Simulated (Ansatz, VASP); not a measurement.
# Cross-check of SiGe (h-BN type (invented)) between VASP and Ansatz

Wanted: the spread between two codes on one cell, functional and k mesh. The cell is generated by rule, not measured, and may not be a known phase. The cell is taken from a series of runs on this material, whose earlier steps may have relaxed, scaled, displaced or heated it; both programs get it as it stands.

Main program and level: Ansatz 0.2.0; plane waves, with VASP 6.6.1 beside it; relaxation of cell and atoms at PBE with D3(BJ).

## Step 1: Set-up

It takes space group P6_3/mmc (No. 194, hexagonal). The conventional cell has a = 4.229 Å, b = 4.229 Å, c = 5.347 Å, α = 90.00°, β = 90.00°, γ = 120.00°. Nearest to Ge lie 5 Si at 2.44 to 2.67 Å. Si has 5 Ge at 2.44 to 2.67 Å nearest. Farther neighbours are not listed.

## Step 2: VASP: relaxation of cell and atoms, PBE with D3(BJ)

The relaxed volume is the usual yardstick between codes: in a stiff, nearly cubic crystal its relative difference is about their pressure difference at one cell divided by the bulk modulus.

Lines of VASP's logs that name or quote its potential files are left out, and so is its time.

Input file INCAR:

```
SYSTEM = SiGe
PREC = Accurate
ENCUT = 500
EDIFF = 1E-07
NELM = 120
ISMEAR = 0
SIGMA = 0.1
LREAL = .FALSE.
ALGO = Normal
GGA = PE
IVDW = 12
NBANDS = 24
LORBIT = 11
LWAVE = .FALSE.
LCHARG = .FALSE.
ISIF = 3
IBRION = 2
NSW = 80
EDIFFG = -0.005
LASPH = .TRUE.
GGA_COMPAT = .FALSE.
NELMIN = 4
KPAR = 2
```

Input file POSCAR:

```
SiGe
1.0
    4.2293200000      0.0000000000      0.0000000000
   -2.1146600000      3.6626990000      0.0000000000
    0.0000000000      0.0000000000      5.3470260000
Ge Si
2 2
Direct
    0.3333332878      0.6666665757      0.2500000935
    0.6666667122      0.3333334243      0.7500000935
    0.6666667122      0.3333334243      0.2500000935
    0.3333332878      0.6666665757      0.7500000935
```

Input file KPOINTS:

```
Automatic mesh
0
Gamma
12 12 8
0 0 0
```

PAW data sets: Ge_d and Si (PBE family, release 64).

Run with:

```sh
mpirun -np 2 vasp_std
```

Numbers of over 12 decimals in the logs are rounded to 6 here.

Output:

```text
[banner, memory and clock lines left out]
running    2 mpi-ranks, on    1 nodes
 distrk:  each k-point on    1 cores,    2 groups
 distr:  one band on    1 cores,    1 groups

 POSCAR found type information on POSCAR GeSi
 POSCAR found :  2 types and       4 ions
 LDA part: xc-table for (Slater+PW92), standard interpolation
 POSCAR, INCAR and KPOINTS ok, starting setup
 FFT: planning ... GRIDC
 FFT: planning ... GRID_SOFT
 FFT: planning ... GRID
 WAVECAR not read
 entering main loop
       N       E                     dE             d eps       ncg     rms          rms(c)
DAV:   1     0.259137665054E+03    0.25914E+03   -0.17689E+04  5288   0.314E+03
DAV:   2     0.215248162914E+02   -0.23761E+03   -0.23074E+03  4624   0.679E+02
DAV:   3    -0.169760212978E+02   -0.38501E+02   -0.38149E+02  5696   0.156E+02
DAV:   4    -0.184782116469E+02   -0.15022E+01   -0.15013E+01  5376   0.349E+01
DAV:   5    -0.185128393021E+02   -0.34628E-01   -0.34625E-01  5784   0.585E+00    0.470E+00
DAV:   6    -0.184171092760E+02    0.95730E-01   -0.58558E-02  6176   0.231E+00    0.276E+00
DAV:   7    -0.183648000649E+02    0.52309E-01   -0.76803E-02  5328   0.225E+00    0.167E-01
DAV:   8    -0.183660007227E+02   -0.12007E-02   -0.82108E-03  5712   0.111E+00    0.950E-02
DAV:   9    -0.183664637778E+02   -0.46306E-03   -0.56590E-04  5384   0.166E-01    0.387E-02
DAV:  10    -0.183665341120E+02   -0.70334E-04   -0.11526E-04  5656   0.916E-02    0.115E-02
DAV:  11    -0.183665388914E+02   -0.47794E-05   -0.13244E-05  5728   0.524E-02    0.427E-03
DAV:  12    -0.183665401157E+02   -0.12242E-05   -0.18695E-06  5408   0.107E-02    0.114E-03
DAV:  13    -0.183665401031E+02    0.12597E-07   -0.24097E-07  4456   0.582E-03
   1 F= -.19596183E+02 E0= -.19592054E+02  d E =-.195962E+02
[...]
2 F= -.19597553E+02 E0= -.19593529E+02  d E =-.137018E-02
[...]
3 F= -.19597712E+02 E0= -.19593911E+02  d E =-.152945E-02
[...]
4 F= -.19597713E+02 E0= -.19593893E+02  d E =-.153070E-02
[...]
5 F= -.19597755E+02 E0= -.19594015E+02  d E =-.415570E-04
 trial-energy change:   -0.000042  1 .order   -0.000042   -0.000134    0.000050
 step:   0.7925(harm=  0.7965)  dis= 0.00000  next Energy=   -19.597762 (dE=-0.484E-04)
 bond charge predicted
       N       E                     dE             d eps       ncg     rms          rms(c)
DAV:   1    -0.183643034739E+02    0.59481E-03   -0.15899E-03  5736   0.634E-01    0.595E-02
DAV:   2    -0.183642267845E+02    0.76689E-04   -0.13852E-04  5616   0.193E-01    0.317E-02
DAV:   3    -0.183642004175E+02    0.26367E-04   -0.49627E-05  6080   0.105E-01    0.671E-03
DAV:   4    -0.183641999433E+02    0.47414E-06   -0.59934E-06  5568   0.335E-02    0.370E-03
DAV:   5    -0.183642001464E+02   -0.20301E-06   -0.21892E-07  4040   0.501E-03    0.147E-03
DAV:   6    -0.183642002828E+02   -0.13646E-06   -0.57777E-08  2664   0.390E-03    0.395E-04
DAV:   7    -0.183642003249E+02   -0.42136E-07   -0.12691E-08  2608   0.127E-03
   6 F= -.19597762E+02 E0= -.19594000E+02  d E =-.489718E-04
 curvature:  -0.42 expect dE=-0.190E-07 dE for cont linesearch -0.867E-08
 trial: gam= 0.00000 g(F)=  0.228E-40 g(S)=  0.451E-07 ort =-0.163E-05 (trialstep = 0.103E+01)
 search vector abs. value=  0.452E-07
 reached required accuracy - stopping structural energy minimisation
```

From OUTCAR (step 2):

```text
ion  position               nearest neighbor table
   1  0.333  0.667  0.250-   3 2.44   3 2.44   3 2.44   4 2.67   4 2.67
   2  0.667  0.333  0.750-   4 2.44   4 2.44   4 2.44   3 2.67   3 2.67
   3  0.667  0.333  0.250-   1 2.44   1 2.44   1 2.44   2 2.67   2 2.67
   4  0.333  0.667  0.750-   2 2.44   2 2.44   2 2.44   1 2.67   1 2.67

  LATTYP: Found a hexagonal cell.
 ALAT       =     4.2293200000
 C/A-ratio  =     1.2642755809

 Subroutine GETGRP returns: Found 24 space group operations
 (whereof 12 operations were pure point group operations)

The static configuration has the point symmetry D_3d.
 The point group associated with its full space group is D_6h.

 Found     95 irreducible k-points:

   k-points           NKPTS =     95   k-points in BZ     NKDIM =     95   number of bands    NBANDS=     24

   dimension x,y,z NGX =    32 NGY =   32 NGZ =   40
   dimension x,y,z NGXF=    64 NGYF=   64 NGZF=   80

   ENCUT  =  500.0 eV  36.75 Ry    6.06 a.u.   7.71  7.71  9.75*2*pi/ulx,y,z

   NELECT =      36.0000    total number of electrons

 k-points in reciprocal lattice and weights: Automatic mesh
   0.00000000  0.00000000  0.00000000       0.001
   0.08333333  0.00000000  0.00000000       0.005
   0.16666667  0.00000000  0.00000000       0.005
   0.25000000 -0.00000000  0.00000000       0.005
   0.33333333  0.00000000  0.00000000       0.005
   0.41666667 -0.00000000  0.00000000       0.005
   0.50000000 -0.00000000  0.00000000       0.003
   0.08333333  0.08333333  0.00000000       0.005
   0.16666667  0.08333333  0.00000000       0.010
[...]
0.33333333  0.25000000  0.50000000       0.010
   0.33333333  0.33333333  0.50000000       0.002

 Edisp (eV)   -1.23286

 average (electrostatic) potential at core
       1 -73.4459       2 -73.4459       3 -84.0490       4 -84.0490

 E-fermi :   5.5834

 k-point     1 :       0.0000    0.0000    0.0000
  band No.  band energies     occupation
    ...
     14       2.0993      2.00000
     15       2.8512      2.00000
     16       2.8512      2.00000
     17       5.5502      1.36133
     18       5.5502      1.36121
     19       6.5786      0.00000
     20       7.1040      0.00000
     21       7.1040      0.00000
     22       7.2118      0.00000
     23      10.1972      0.00000
    ...

 k-point     2 :       0.0833    0.0000    0.0000
  band No.  band energies     occupation
    ...
     14       1.1845      2.00000
     15       2.7287      2.00000
     16       3.6877      2.00000
     17       4.8310      2.00000
     18       5.4469      1.94645
     19       6.3335      0.00000
     20       7.0484      0.00000
     21       7.3666      0.00000
     22       7.8628      0.00000
     23      10.2251      0.00000
    ...

 k-point     3 :       0.1667    0.0000    0.0000
  band No.  band energies     occupation
    ...
     14       0.1166      2.00000
     15       2.4414      2.00000
     16       3.6729      2.00000
     17       4.4666      2.00000
     18       5.1964      2.00000
     19       5.7196      0.05412
     20       7.2185      0.00000
     21       8.0759      0.00000
     22       8.5570      0.00000
     23      10.6285      0.00000
    ...

 Edisp (eV)   -1.23356

  Total       0.00056     0.00056    -0.00176     0.00000     0.00000    -0.00000
  in kB       0.01091     0.01091    -0.03416     0.00000     0.00000    -0.00000
  external pressure =       -0.00 kB  Pullay stress =        0.00 kB

  energy-cutoff  :      500.00
  volume of cell :       82.64
      direct lattice vectors                 reciprocal lattice vectors
     4.213331099  0.000000000  0.000000000     0.237341898  0.137029392 -0.000000000
    -2.106665549  3.648852200 -0.000000000    -0.000000000  0.274058785 -0.000000000
     0.000000000  0.000000000  5.375106907    -0.000000000  0.000000000  0.186042811

 POSITION                                       TOTAL-FORCE (eV/Angst)
 -----------------------------------------------------------------------------------
     -0.00000      2.43257      1.34378         0.000000      0.000000      0.000000
      2.10667      1.21628      4.03133        -0.000000     -0.000000      0.000000
      2.10667      1.21628      1.34378        -0.000000     -0.000000      0.000000
     -0.00000      2.43257      4.03133         0.000000      0.000000      0.000000
 -----------------------------------------------------------------------------------
    total drift:                                0.000000      0.000070     -0.000275

  FREE ENERGIE OF THE ION-ELECTRON SYSTEM (eV)
  ---------------------------------------------------
  free  energy   TOTEN  =       -19.5977623963 eV

  energy  without entropy=      -19.5902373590  energy(sigma->0) =      -19.59399988

 reached required accuracy - stopping structural energy minimisation

 total charge
# of ion       s       p       d       tot
------------------------------------------
    1        1.163   1.198  10.037  12.398
    2        1.163   1.198  10.037  12.398
    3        0.811   0.803   0.000   1.613
    4        0.811   0.803   0.000   1.613
--------------------------------------------------
tot          3.947   4.000  20.074  28.022

[... 3 further parts left out ...]
```

CONTCAR:

```
SiGe
   1.00000000000000
     4.2133310987836632    0.0000000000000000    0.0000000000000000
    -2.1066655493918316    3.6488522003822190   -0.0000000000000000
     0.0000000000000000    0.0000000000000000    5.3751069071106121
  Ge              Si
     2     2
Direct
     0.3333332878000022    0.6666665756999990    0.2500000934999989
     0.6666667121999978    0.3333334243000010    0.7500000934999989
     0.6666667121999978    0.3333334243000010    0.2500000934999989
     0.3333332878000022    0.6666665756999990    0.7500000934999989
```

Dispersion corrections of this kind ignore metallic screening and tend to overbind metals.

## Step 3: Ansatz: relaxation of cell and atoms, PBE with D3(BJ)

Ansatz runs on its default PAW (the set named soft_2) files.

The same cell, functional, mesh and smearing now go to Ansatz, which takes its cutoff from its data sets.

Input file input.yaml:

```yaml
crystal:
  lattice:
    - [4.2293202761, 0.0, 0.0]
    - [-2.1146601381, 3.6626987999, 0.0]
    - [0.0, 0.0, 5.3470262464]
  atoms:
    - { symbol: Ge, position: [0.3333333333, 0.6666666667, 0.25] }
    - { symbol: Ge, position: [0.6666666667, 0.3333333333, 0.75] }
    - { symbol: Si, position: [0.6666666667, 0.3333333333, 0.25] }
    - { symbol: Si, position: [0.3333333333, 0.6666666667, 0.75] }
kpoints:
  mp_grid: { grid: [12, 12, 8] }
hamiltonian:
  xc: pbe
  dispersion: d3bj
scf:
  occupations: { method: gaussian, width: 0.1 }
output:
  forces: true
  stress: true
  eigenvalues: true
  write_density: true
  write_potential: true
  elf: true
  volumetric_format: npy
relax:
  adjacent_minimum: "off"
  f_tol: 0.005
  max_steps: 80
  cell: { stress_tol: 0.05 }
```

Run with:

```sh
ansatz run input.yaml --threads 2 --pin off --max-ram 5120MiB --backend cpu --events-out ev --progress --plain --runs-dir out
```

Output:

```text
Engine: ansatz 0.2.0, aarch64-unknown-linux-gnu
Pseudopotentials: kind: paw
Pseudopotential: Ge, paw, valence charge 14, recommended cutoff 420 eV (normal), Ge.paw.azcp
Pseudopotential: Si, paw, valence charge 4, recommended cutoff 420 eV (normal), Si.paw.azcp
Functional definition: PBE
  parameter kappa = 0.804
  parameter beta = 0.066725
  exchange = pbe_x(kappa = kappa, mu = beta*pi^2/3)
  correlation = pbe_c(beta = beta)
Crystal: 4 atoms, lattice volume = 82.829 Å³
Basis set: ecut = 420 eV, 1595 PW (Γ), exchange–correlation on 60×60×72 points (8 copies of the dense FFT grid, shifted against one another)
Bands: 22, of which v1, the nominal top of the filled ones, is band 18 counted from 1 (17 counted from 0)
Symmetry: 24 space group operations
Space group: P63/mmc (ITA 194), of the structure as read, at distance tolerance 4.4e-5 Å
k-points: 95 of 1152
Non-local potential: Ge, projectors of the file, l = 0: 2, l = 1: 2, l = 2: 3, l = 3: 1
Non-local potential: Si, projectors of the file, l = 0: 2, l = 1: 2, l = 2: 2
PAW form: soft (Blöchl's): semilocal exchange-correlation on the pseudo side does not see the compensation charge
PAW one-centre angular grid: Ge, 590 points (default); XC on 64 Gauss nodes
PAW one-centre angular grid: Si, 110 points (default); XC on 64 Gauss nodes
Initial density: superposition of atomic densities (neutral atoms: chi_scale 0, normalization atom), corrected by the library's trained network
Initial wavefunctions: pseudopotential atomic-orbital guess
Functional: x = pbe(κ = 0.804, μ = 0.219515), c = pbe(β = 0.066725)
SCF iter   1: F=—  HF=-9861.307025 eV  |F-HF|=—  |Δ(HF+E_count)|=         —  Δρ=4.01e-3  dr2=1.52e-2  ethr=1.77e-3  ⟨swp⟩=5.5  Hψ=9652  notcnv=0
preconditioner: auto → LDOS  [metal: Δε(μ)=0.020 eV  Ē_g=18.362 eV  σ=0.100 eV  W_gap=0.11  n_scr=22 (ndim 8)  ℏωp=24.5 eV  f_vac=0.020  D(μ)=1.55/eV (n_scr^D=8)  β→1.0]
SCF iter   2: F=—  HF=-9861.301378 eV  |F-HF|=—  |Δ(HF+E_count)|=   5.65e-3  Δρ=1.40e-3  dr2=6.45e-4  ethr=4.24e-5  ⟨swp⟩=2.1  Hψ=3783  notcnv=0
SCF iter   3: F=—  HF=-9861.301888 eV  |F-HF|=—  |Δ(HF+E_count)|=   5.10e-4  Δρ=5.36e-4  dr2=1.39e-4  ethr=1.79e-6  ⟨swp⟩=2.0  Hψ=3799  notcnv=0
SCF iter   4: F=—  HF=-9861.301725 eV  |F-HF|=—  |Δ(HF+E_count)|=   1.63e-4  Δρ=1.56e-4  dr2=7.57e-6  ethr=3.85e-7  ⟨swp⟩=2.0  Hψ=3795  notcnv=0
SCF iter   5: F=—  HF=-9861.301750 eV  |F-HF|=—  |Δ(HF+E_count)|=   2.50e-5  Δρ=3.34e-5  dr2=3.43e-7  ethr=2.10e-8  ⟨swp⟩=3.0  Hψ=4009  notcnv=0
SCF iter   6: F=-9861.301750 eV  HF=-9861.301750 eV  |F-HF|=4.55e-9  |Δ(HF+E_count)|=   4.24e-7  Δρ=3.24e-6  dr2=2.98e-9  ethr=2.78e-10  ⟨swp⟩=9.4  Hψ=16145  notcnv=0
SCF 1 converged in 6 iterations: F = -9861.301750 eV  dr2 = 2.98e-9
  greatest PAW one-centre occupation: 0.998 electrons in one spin orbital (limit 2), on the Ge atom at site 1 (counted from 0), in its partial waves of l = 2
relax step   1: F+E_penalty+E_count = -9861.30175029 eV  Δ(F+E_penalty+E_count) = +0.000e0 eV  max|allowed force component| = 9.483e-17 eV/Å  Δτ_max = 0.0000 Å  P = -0.077 GPa  Ω = 82.829 Å³  (6 SCF iters, dr2 threshold 1.00e-7 eV, accepted)
[...]
relax step   2: F+E_penalty+E_count = -9861.30262156 eV  Δ(F+E_penalty+E_count) = -8.713e-4 eV  max|allowed force component| = 1.480e-16 eV/Å  Δτ_max = 0.0000 Å  P = -0.110 GPa  Ω = 82.861 Å³  energy of the carried Pulay correction = -4.120e-6 eV  (3 SCF iters, dr2 threshold 4.00e-7 eV, accepted)
[...]
relax step   3: F+E_penalty+E_count = -9861.30301921 eV  Δ(F+E_penalty+E_count) = -3.976e-4 eV  max|allowed force component| = 7.633e-17 eV/Å  Δτ_max = 0.0000 Å  P = +0.105 GPa  Ω = 82.616 Å³  energy of the carried Pulay correction = +3.654e-5 eV  (5 SCF iters, dr2 threshold 1.71e-7 eV, accepted)
[...]
relax step   4: F+E_penalty+E_count = -9861.30303473 eV  Δ(F+E_penalty+E_count) = -1.553e-5 eV  max|allowed force component| = 1.550e-16 eV/Å  Δτ_max = 0.0000 Å  P = -0.027 GPa  Ω = 82.765 Å³  energy of the carried Pulay correction = +1.247e-5 eV  (4 SCF iters, dr2 threshold 3.74e-8 eV, accepted)
[...]
relax step   5: F+E_penalty+E_count = -9861.30302627 eV  Δ(F+E_penalty+E_count) = +8.460e-6 eV  max|allowed force component| = 1.064e-16 eV/Å  Δτ_max = 0.0000 Å  P = -0.027 GPa  Ω = 82.765 Å³  stress off target by 3.69e-2 GPa  SCF on the basis re-selected at this cell (its energy is not comparable with the rows above)  (4 SCF iters)
basis re-selected at this cell: Δ(F+E_penalty+E_count) = +8.460e-6 eV, ΔP = -0.000 GPa vs the last step (what re-selecting the basis moved, of the pressure what is left beyond the Pulay correction that the steps carried, after the strain that the cell walked since its last selection, with what the two solves' SCF thresholds leave and, on support functions, any second-order correction that the steps lacked; it is no m [...]
SCF converged after 4 iterations
Free energy (F): -9861.303026 eV
Harris-Foulkes:  -9861.303026 eV  (|F-HF|=1.82e-12)
Internal energy: -9861.295398 eV  (E = F + TS)
E sigma→0 (E₀):  -9861.299212 eV
Entropy (-TS):   -0.007629 eV (-1.907 meV/atom)
Fermi energy:    7.722951 eV
--- Per-component energies (eV) ---
  E_band       = -292.147184
  E_kinetic    = 302.038500
  E_local      = -5254.506349  (includes V_loc(G=0)·N_el)
  E_nonlocal   = 887.495335
  E_hartree    = 2311.170475
  E_xc         = -261.478098
  E_vxc        = -222.555981  (∫ρ·V_xc dr)
  E_paw        = -5062.828947  (= ΣΔE_a)
  E_vpaw       = -626.960339  (= ΣTr[D̂ρ^β])
  E_aug_tail   = 0.000665  (compensation charges beyond the density's cutoff)
  E_ewald      = -2781.955219
  E_disp       = -1.231760  (pairwise vdW)
  E_smearing   = -0.007629  (= −TS)
  E_closure    = -0.000000  (closes the sum)
  Σ components = -9861.303026   (vs F -9861.303026, Δ=0.00e0)
--- Forces (eV/Å), atoms counted from 1 ---
  atom   1  Ge     0.00000000     0.00000000     0.00000000
  atom   2  Ge    -0.00000000     0.00000000    -0.00000000
  atom   3  Si    -0.00000000    -0.00000000    -0.00000000
  atom   4  Si     0.00000000     0.00000000     0.00000000
  max |Σ_I F_I| component: 1.85e-17 eV/Å
--- Stress (GPa, compression-positive) ---
       -0.021486      -0.000000      -0.000000
       -0.000000      -0.021486      -0.000000
       -0.000000      -0.000000      -0.036915
  P = ⅓ Tr σ = -0.0266 GPa (-0.266 kbar)
--- Band table (eV; the first three rows and the last of 95) ---
  k-point 0: bands = [... 14 lower, 4.9953, 4.9953, 7.6936, 7.6936, 8.7127, 9.2419, 9.2419, 9.3321]
  k-point 1: bands = [... 14 lower, 5.0631, 5.0631, 7.5156, 7.5156, 7.8525, 9.3129, 9.3129, 10.3257]
  k-point 2: bands = [... 14 lower, 5.2645, 5.2645, 6.8842, 7.0771, 7.0771, 9.5246, 9.5246, 10.7802]
  k-point 94: bands = [... 14 lower, 3.4888, 3.4888, 9.0884, 9.0884, 9.2292, 9.2292, 12.0166, 12.0166]
--- Relaxed structure (4 steps of the walk, 4 accepted, 1 SCFs on fresh bases) ---
  F+E_penalty+E_count = -9861.30302627 eV   max|allowed force component| = 1.064e-16 eV/Å   (the final SCF, on the basis selected at the relaxed cell)
  cell:  # Å, volume = 82.7653 Å³
    - [4.216232, 2.8778229375836166e-11, 0]
    - [-2.108116, 3.651364, 0]
    - [0, 0, 5.376119]
  atoms:
    - { symbol: Ge, position: [0.333333, 0.666667, 0.25] }
    - { symbol: Ge, position: [0.666667, 0.333333, 0.750000] }
    - { symbol: Si, position: [0.666667, 0.333333, 0.25] }
    - { symbol: Si, position: [0.333333, 0.666667, 0.750000] }
```

## Step 4: Side by side

Known differences besides the potentials themselves: the cutoff is 420 eV in Ansatz and 500 eV in VASP; Ansatz adds a Pulay correction to the stress that steers its cell, VASP none. Total energies have different zeros and are not compared.

Compared:

| quantity | Ansatz | VASP | difference |
| --- | --- | --- | --- |
| volume (Å³) | 82.77 | 82.64 | +0.16 % |
| edge a after relaxation, in the typed setting (Å) | 4.216 | 4.213 | +0.07 % |
| edge c after relaxation, in the typed setting (Å) | 5.376 | 5.375 | +0.02 % |

## Step 5: Outcome

```json
{
 "difference in volume (relaxation of cell and atoms, PBE with D3(BJ))": "0.16 %"
}
```

What this shows: The difference in volume is 0.16 % (relaxation of cell and atoms, PBE with D3(BJ)), within the 1.2 % picked in this series as the mark of a large difference, as far as the stopping tolerances let one tell. How closely two codes agree says nothing of how well the functional describes the real material.

[Lines on the potential files, build, host, timing and source positions are cut from VASP's logs without a mark.]

[Logs are printed without paths, hosts, clocks, repeated set-up lines and the standing remarks that a program may print on its own settings, such as how far it seeks lower states.]

[Hosts, paths, dates, database ids (printed as entryN), source tags and the programs' standing remarks are cut or masked in the printed files.]
